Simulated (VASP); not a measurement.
# Cr (P6_3/mmc) in VASP: further runs

The runs below take Cr through single point, with PBEsol.

All numbers are computed with VASP 6.6.1; they aren't measurements. Logs are shortened: lines on timing, memory, paths and dates and some standing lists are left out, and cuts for length are marked.

### 1 The crystal as given

The structure is hexagonal, space group P6_3/mmc (No. 194). The conventional cell has a = 2.714 Å, b = 2.714 Å, c = 4.410 Å, α = 90.00°, β = 90.00°, γ = 120.00°. Around Cr (site symmetry -6m2) lie 12 Cr at 2.71 Å.

This isn't the form of Cr at room conditions, which is bcc.

### 2 Single point, PBEsol, collinear spin, ferromagnetic start

INCAR reads:

```
SYSTEM = Cr
ADDGRID = .FALSE.
ALGO = Normal
EDIFF = 1E-6
ENCUT = 400
GGA = PS
ISIF = 2
ISMEAR = 1
ISPIN = 2
LASPH = .TRUE.
LCHARG = .FALSE.
LMAXMIX = 4
LORBIT = 11
LREAL = .FALSE.
LWAVE = .FALSE.
MAGMOM = 3 3
NELM = 100
PREC = Accurate
SIGMA = 0.1
```

KPOINTS reads:

```
k-points
0
G
  12 12 7
  0 0 0
```

POSCAR reads:

```
Cr
1.0
    2.7140000000      0.0000000000      0.0000000000
   -1.3570000000      2.3503929459      0.0000000000
    0.0000000000      0.0000000000      4.4100000000
Cr
2
Direct
    0.6666666667      0.3333333333      0.7500000000
    0.3333333333      0.6666666667      0.2500000000
```

Potentials or basis: VASP PAW PBE potentials, release 64 (Cr_pv).

Started as:

```
> cat potpaw_PBE.64/Cr_pv/POTCAR > POTCAR
> mpirun -np 1 vasp_std > vasp.out
```

OUTCAR:

```text
SYSTEM = Cr
   EDIFF = 1E-6
   ENCUT = 400
   GGA = PS
   ISIF = 2
   ISMEAR = 1
   ISPIN = 2
   LASPH = .TRUE.
   LORBIT = 11
   LREAL = .FALSE.
   NELM = 100
   PREC = Accurate

 Found     76 irreducible k-points:

 Following reciprocal coordinates:
            Coordinates               Weight
  0.000000  0.000000  0.000000      1.000000
  0.083333 -0.000000  0.000000      6.000000
  0.166667 -0.000000  0.000000      6.000000
  0.250000 -0.000000  0.000000      6.000000
  0.333333 -0.000000  0.000000      6.000000
  0.416667  0.000000  0.000000      6.000000
   k-points           NKPTS =     76   k-points in BZ     NKDIM =     76   number of bands    NBANDS=     19
   number of dos      NEDOS =    301   number of ions     NIONS =      2
   total plane-waves  NPLWV =   9720
   dimension x,y,z NGX =    18 NGY =   18 NGZ =   30
   dimension x,y,z NGXF=    36 NGYF=   36 NGZF=   60
   ions per type =               2
   NGX,Y,Z   is equivalent  to a cutoff of  11.03, 11.03, 11.31 a.u.
   NGXF,Y,Z  is equivalent  to a cutoff of  22.05, 22.05, 22.62 a.u.
 SYSTEM =  Cr
   PREC   = accura    normal or accurate (medium, high low for compatibility)
   ISTART =      0    job   : 0-new  1-cont  2-samecut
   ICHARG =      2    charge: 1-file 2-atom 10-const
   ISPIN  =      2    spin polarized calculation?
   LNONCOLLINEAR =      F non collinear calculations
   LSORBIT =      F    spin-orbit coupling
   LASPH  =      T    aspherical Exc in radial PAW
   ENCUT  =  400.0 eV  29.40 Ry    5.42 a.u.   4.43  4.43  7.19*2*pi/ulx,y,z
   NELM   =    100;   NELMIN=  2; NELMDL= -5     # of ELM steps
   EDIFF  = 0.1E-05   stopping-criterion for ELM
   LREAL  =      F    real-space projection
   EDIFFG = 0.1E-04   stopping-criterion for IOM
   NSW    =      0    number of steps for IOM
   IBRION =     -1    ionic relax: 0-MD 1-quasi-New 2-CG
   NFREE  =      0    steps in history (QN), initial steepest desc. (CG)
   ISIF   =      2    stress and relaxation
   ISYM   =      2    0-nonsym 1-usesym 2-fastsym
   POTIM  = 0.5000    time-step for ionic-motion
   TEBEG  =    0.0;   TEEND  =   0.0 temperature during run
   PSTRESS=    0.0 pullay stress
   NELECT =      24.0000    total number of electrons
   NUPDOWN=      -1.0000    fix difference up-down
   EMIN   =  10.00;   EMAX   =-10.00  energy-range for DOS
   EFERMI =   0.00;   METHOD = LEGACY
   ISMEAR =     1;   SIGMA  =   0.10  broadening in eV -4-tet -1-fermi 0-gaus
   EFERMI_NEDOS =   21; number of points for ismear=-14 and -15
   IALGO  =     38    algorithm
   IMIX   =      4    mixing-type and parameters
     AMIX     =   0.40;   BMIX     =  1.00
     AMIX_MAG =   1.60;   BMIX_MAG =  1.00
  volume/ion in A,a.u.               =      14.07        94.92
  Fermi-wavevector in a.u.,A,eV,Ry     =   1.552681  2.934142 32.801180  2.410819
  Thomas-Fermi vector in A             =   2.657021
   LORBIT       =     11    0 simple, 1 ext, 2 COOP (PROOUT), +10 PAW based schemes
   GGA     = PS    functional components
   LHFCALC =     F    Hartree Fock is set to
   AEXX    =    0.0000 exact exchange contribution
   IVDW    =     0    specifies the selected vdW correction
   LEPSILON=     F    determine dielectric tensor
   LRPA    =     F    only Hartree local field effects (RPA)
 spin polarized calculation
 Methfessel and Paxton  Order N= 1 SIGMA  =   0.10
  energy-cutoff  :      400.00
  volume of cell :       28.13
 maximum number of plane-waves:       537
 NGX is ok and might be reduce to    18
   NGX =  9   NGY =  9   NGZ = 15

 number of electron      24.0000004 magnetization       1.8692962

 Free energy of the ion-electron system (eV)
  ---------------------------------------------------
  ext. energy  EPLUGINS =         0.00000000
  ---------------------------------------------------
  free energy    TOTEN  =       -18.89807629 eV

  energy without entropy =      -18.89824843  energy(sigma->0) =      -18.89813367

 E-fermi :   8.1448     XC(G=0): -12.6918

 val. band max:        8.1416069903   @ k =   0.2500  -0.0000   0.0000
 cond. band min:       8.1452846405   @ k =   0.0000   0.0000   0.4286
 fundamental gap:      0.0036776502
 Fermi energy:         8.1447838238

 spin component 1

 k-point     1 :       0.0000    0.0000    0.0000
  band No.  band energies     occupation
      1     -35.1801      1.00000
      2     -34.8365      1.00000
      3     -34.8365      1.00000
      4     -34.7693      1.00000
      5     -34.7693      1.00000
      6     -34.6898      1.00000
[... 11 lines left out ...]
     18       9.5101     -0.00000
     19      14.9551      0.00000

 k-point     2 :       0.0833   -0.0000    0.0000
  band No.  band energies     occupation
      1     -35.1690      1.00000
      2     -34.8599      1.00000
      3     -34.8441      1.00000
      4     -34.7944      1.00000
      5     -34.7731      1.00000
      6     -34.6940      1.00000
[... 11 lines left out ...]
     18      10.3901      0.00000
     19      14.9557      0.00000

 k-point     3 :       0.1667   -0.0000    0.0000
  band No.  band energies     occupation
      1     -35.1377      1.00000
      2     -34.9261      1.00000
      3     -34.8644      1.00000
      4     -34.8618      1.00000
      5     -34.7840      1.00000
      6     -34.7064      1.00000
[... 11 lines left out ...]
     18      11.7696      0.00000
     19      14.9581      0.00000

 k-point     4 :       0.2500   -0.0000    0.0000
  band No.  band energies     occupation
      1     -35.0909      1.00000
      2     -35.0175      1.00000
      3     -34.9511      1.00000
      4     -34.8912      1.00000
      5     -34.7996      1.00000
      6     -34.7275      1.00000
[... 11 lines left out ...]
     18      13.3013      0.00000
     19      14.9634      0.00000

 k-point     5 :       0.3333   -0.0000    0.0000
  band No.  band energies     occupation
      1     -35.1098      1.00000
      2     -35.0387      1.00000
      3     -35.0365      1.00000
      4     -34.9176      1.00000
      5     -34.8157      1.00000
      6     -34.7568      1.00000
[... 11 lines left out ...]
     18      14.9209      0.00000
     19      14.9709      0.00000

 k-point     6 :       0.4167    0.0000    0.0000
  band No.  band energies     occupation
      1     -35.1773      1.00000
      2     -35.1011      1.00000
      3     -34.9860      1.00000
      4     -34.9362      1.00000
      5     -34.8275      1.00000
      6     -34.7887      1.00000
[... 11 lines left out ...]
     18      13.9713      0.00000
     19      14.9766      0.00000

 [... further k-points ...]

 spin component 2

 k-point     1 :       0.0000    0.0000    0.0000
  band No.  band energies     occupation
      1     -34.3824      1.00000
      2     -33.9532      1.00000
      3     -33.9532      1.00000
      4     -33.8848      1.00000
      5     -33.8848      1.00000
      6     -33.8816      1.00000
[... 11 lines left out ...]
     18      10.3900      0.00000
     19      15.9585      0.00000

 k-point     2 :       0.0833   -0.0000    0.0000
  band No.  band energies     occupation
      1     -34.3710      1.00000
      2     -33.9771      1.00000
      3     -33.9609      1.00000
      4     -33.9105      1.00000
      5     -33.8887      1.00000
      6     -33.8858      1.00000
[... 11 lines left out ...]
     18      11.1143      0.00000
     19      15.9584      0.00000

 k-point     3 :       0.1667   -0.0000    0.0000
  band No.  band energies     occupation
      1     -34.3390      1.00000
      2     -34.0450      1.00000
      3     -33.9817      1.00000
      4     -33.9795      1.00000
      5     -33.8997      1.00000
      6     -33.8985      1.00000
[... 11 lines left out ...]
     18      12.4179      0.00000
     19      15.9703      0.00000

 k-point     4 :       0.2500   -0.0000    0.0000
  band No.  band energies     occupation
      1     -34.2911      1.00000
      2     -34.1387      1.00000
      3     -34.0710      1.00000
      4     -34.0091      1.00000
      5     -33.9200      1.00000
      6     -33.9156      1.00000
[... 11 lines left out ...]
     18      13.9050      0.00000
     19      16.0169      0.00000

 k-point     5 :       0.3333   -0.0000    0.0000
  band No.  band energies     occupation
      1     -34.2354      1.00000
      2     -34.2334      1.00000
      3     -34.1605      1.00000
      4     -34.0360      1.00000
      5     -33.9499      1.00000
      6     -33.9320      1.00000
[... 11 lines left out ...]
     18      15.4865      0.00000
     19      15.9149      0.00000

 k-point     6 :       0.4167    0.0000    0.0000
  band No.  band energies     occupation
      1     -34.3025      1.00000
      2     -34.2243      1.00000
      3     -34.1838      1.00000
      4     -34.0550      1.00000
      5     -33.9824      1.00000
      6     -33.9440      1.00000
[... 11 lines left out ...]
     18      14.5249      0.00000
     19      16.1739      0.00000

 [... further k-points ...]

------------------------ aborting loop because EDIFF is reached ----------------------------------------

  FORCE on cell =-STRESS in cart. coord.  units (eV):
  Direction    XX          YY          ZZ          XY          YZ          ZX
  --------------------------------------------------------------------------------------
  -------------------------------------------------------------------------------------
  Total       -6.0087250     -6.0087250     -5.3394270      0.0000000      0.0000000     -0.0000000
  in kB     -342.2189104   -342.2189104   -304.0999337      0.0000000      0.0000000     -0.0000000
  external PRESSURE =    -329.5125848 kB  Pullay stress =       0.0000000 kB

 VOLUME and BASIS-vectors are now :
 -----------------------------------------------------------------------------
  energy-cutoff  :      400.00
  volume of cell :       28.13
      direct lattice vectors                 reciprocal lattice vectors
     2.714000000  0.000000000  0.000000000     0.368459838  0.212730387  0.000000000
    -1.357000000  2.350392946  0.000000000     0.000000000  0.425460773  0.000000000
     0.000000000  0.000000000  4.410000000     0.000000000  0.000000000  0.226757370

 POSITION                                       TOTAL-FORCE (eV/Angst)
 -----------------------------------------------------------------------------------
      1.35700      0.78346      3.30750        -0.000000     -0.000000      0.000000
     -0.00000      1.56693      1.10250         0.000000      0.000000      0.000000
 -----------------------------------------------------------------------------------
    total drift:                               -0.000000      0.000000     -0.000000

  FREE ENERGIE OF THE ION-ELECTRON SYSTEM (eV)
  ---------------------------------------------------
  free  energy   TOTEN  =       -18.8980762949 eV

  energy  without entropy=      -18.8982484326  energy(sigma->0) =      -18.89813367

 total charge

# of ion       s       p       d       tot
------------------------------------------
    1        0.376   6.282   4.055  10.713
    2        0.376   6.282   4.055  10.713
--------------------------------------------------
tot          0.752  12.564   8.109  21.425

 magnetization (x)

# of ion       s       p       d       tot
------------------------------------------
    1        0.001   0.025   0.837   0.863
    2        0.001   0.025   0.837   0.863
--------------------------------------------------
tot          0.002   0.050   1.674   1.726
```

Run time: 36 s. Hardware: 1 thread of Intel Xeon Platinum 8488C (Sapphire Rapids), shared host; peak memory 0.16 GiB.

These settings aren't checked as converged: the numbers below hold their error.

What came out:

```yaml
Free_energy: -18.8981 eV
Pressure: -33.0 GPa
Band_gap_on_the_k_mesh: none (metal or under the smearing width)
Net_moment: 1.87 μB per cell
Site_moments: Cr +0.86 μB
Valence_electrons_inside_the_program's_atomic_spheres: Cr 10.71
```

Caveat: a pressure of tens of GPa on the cell as given is suspect, and the run, the potentials or the cell itself is likely at fault; the PAW data sets were made with another functional, which shifts forces and pressure a little.

### 3 Single point, PBEsol, collinear spin, ferromagnetic start

Changes to INCAR since step 2:

```diff
@@ -4,3 +4,3 @@
 EDIFF = 1E-6
-ENCUT = 400
+ENCUT = 600
 GGA = PS
```

KPOINTS reads:

```
k-points
0
G
  10 10 6
  0 0 0
```

POSCAR is that of step 2.

Potentials or basis: VASP PAW PBE potentials, release 64 (Cr_pv).

Started as:

```
> cat potpaw_PBE.64/Cr_pv/POTCAR > POTCAR
> mpirun -np 1 vasp_std > vasp.out
```

Run time: 45 s. Hardware: 1 thread of Intel Xeon Platinum 8488C (Sapphire Rapids), shared host; peak memory 0.2 GiB.

These settings aren't checked as converged: the numbers below hold their error.

Results:

```
Free energy                                           : -18.8995 eV
Pressure                                              : -32.4 GPa
Band gap on the k mesh                                : none (metal or under the smearing width)
Net moment                                            : 1.66 μB per cell
Site moments                                          : Cr +0.77 μB
Valence electrons inside the program's atomic spheres : Cr 10.71
```

Caveat: a pressure of tens of GPa on the cell as given is suspect, and the run, the potentials or the cell itself is likely at fault; the PAW data sets were made with another functional, which shifts forces and pressure a little.

### 4 Single point, PBEsol, collinear spin, ferromagnetic start

Changes to INCAR since step 3:

```diff
@@ -4,3 +4,3 @@
 EDIFF = 1E-6
-ENCUT = 600
+ENCUT = 300
 GGA = PS
```

KPOINTS reads:

```
k-points
0
G
  15 15 8
  0 0 0
```

POSCAR is that of step 3.

Started as:

```
> cat potpaw_PBE.64/Cr_pv/POTCAR > POTCAR
> mpirun -np 1 vasp_std > vasp.out
```

It took 36 s on 1 thread of Intel Xeon Platinum 8488C (Sapphire Rapids), shared host; peak memory 0.16 GiB.

These settings aren't checked as converged: the numbers below hold their error.

What came out:

```
Free energy                                           : -18.9149 eV
Band gap on the k mesh                                : none (metal or under the smearing width)
Net moment                                            : 1.81 μB per cell
Site moments                                          : Cr +0.84 μB
Valence electrons inside the program's atomic spheres : Cr 10.71
```

Caveat: the cutoff is under 1.25 times the usual one of these potentials, so pressure, stress and relaxed cells hold a basis-set (Pulay) error; a pressure of tens of GPa on the cell as given is suspect, and the run, the potentials or the cell itself is likely at fault; the PAW data sets were made with another functional, which shifts forces and pressure a little.
